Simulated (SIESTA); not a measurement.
CdSe:

```
CELL_PARAMETERS angstrom
0.00000 3.07027 3.07027
3.07027 0.00000 3.07027
3.07027 3.07027 0.00000
ATOMIC_POSITIONS crystal
Cd 0.00000 0.00000 0.00000
Se 0.25000 0.25000 0.25000
```

Measurements of this composition are mostly on another form, of space group No. 186.

Base run:

| Property | Result |
| --- | --- |
| Program | SIESTA 5.4.2 |
| Functional | PBE |
| Potentials or basis | PseudoDojo 0.4 standard (PBE files) |
| Basis | DZP (energy shift 0.002 Ry) |
| Grid cutoff | 800 Ry |
| Energy shift | 0.002 Ry |
| k mesh | 6 × 6 × 6 |
| Occupations | fermi-dirac, width 0.05 eV |
| Spin | no spin polarisation |

Its results: band gap on the k mesh 0.81 eV, direct; pressure 2.0 GPa.

Problem. The run is repeated on the same cell with these changes: potentials or basis from PseudoDojo 0.4 standard (PBE files) to PseudoDojo 0.4 standard (PBE files, fully relativistic); spin from no spin polarisation to non-collinear spin, zero start, spin-orbit coupling. What comes out?

Solution. Band gap on the k mesh 0.69 eV, direct; pressure 1.7 GPa; net moment 0.00 μB per cell.

Spin-orbit coupling splits the band edges, which narrows the gap.

Caveats: semicore shells carry a single zeta, which can move pressures by several GPa and volumes by a few percent; the basis of atomic orbitals isn't converged, which shifts pressures, moduli and gaps; the basis holds too few empty states to meet the f-sum rule, so the spectrum is short of weight at high energy (some runs).
